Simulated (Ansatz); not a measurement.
ZnS (NiAs type), relaxed with r2SCAN: 4 runs in Ansatz 0.2.0, each a construction of maximally localised Wannier functions. Space group P6_3/mmc (No. 194), hexagonal; conventional cell a = 3.590 Å, c = 5.880 Å, 16.40 Å³ an atom. Around Zn lie 6 S at 2.54 Å; around S lie 6 Zn at 2.54 Å. Values at 0 K without nuclear motion; spin polarisation is off, and the phase may be a hypothetical one.

```xyz
4
Lattice="3.5896 0.0000 0.0000 -1.7948 3.1087 0.0000 0.0000 0.0000 5.8800" Properties=species:S:1:pos:R:3 pbc="T T T"
Zn    0.0000    0.0000    0.0000
Zn    0.0000    0.0000    2.9400
S     0.0000    2.0725    1.4700
S     1.7948    1.0362    4.4100
```

Windows count from the top of the filled bands; a dash means that no such window was set (without an outer window there is no disentanglement). Rows marked drawn have settings drawn at random (some not listed).

| functional | SCF mesh | trial orbitals | functions | mesh | window (eV) | frozen (eV) | settings | Ω total (Å²) | Ω invariant (Å²) | largest spread (Å²) | least projectability | interpolation miss of the model's filled bands (eV, to the nearest computed level) |
| --- | --- | --- | --- | --- | --- | --- | --- | --- | --- | --- | --- | --- |
| PBE | 6×6×4 | Zn d, S p | 16 | 6×6×4 | – | – | chosen | 17.90 | 17.11 | 2.50 | 0.73 | 0.079 |
| HSE06 | 6×6×4 | S s, S p | 8 | 6×6×4 | – | – | chosen | 16.67 | 15.21 | 2.34 | 0.65 | – |
| PBE | 6×6×4 | Zn d, S p | 16 | 7×7×7 | – | – | drawn | 18.44 | 17.69 | 2.60 | 0.73 | 0.053 |

Question: Estimate from these rows what the further settings give.
```json
{"functional": "HSE06", "SCF mesh": "6×6×4", "trial orbitals": "S p", "functions": "6", "mesh": "6×6×4", "window (eV)": "–", "frozen (eV)": "–", "settings": "chosen"}
```

Answer:

| functional | SCF mesh | trial orbitals | functions | mesh | window (eV) | frozen (eV) | settings | Ω total (Å²) | Ω invariant (Å²) | largest spread (Å²) | least projectability | interpolation miss of the model's filled bands (eV, to the nearest computed level) |
| --- | --- | --- | --- | --- | --- | --- | --- | --- | --- | --- | --- | --- |
| HSE06 | 6×6×4 | S p | 6 | 6×6×4 | – | – | chosen | 16.38 | 16.00 | 2.82 | 0.66 | – |
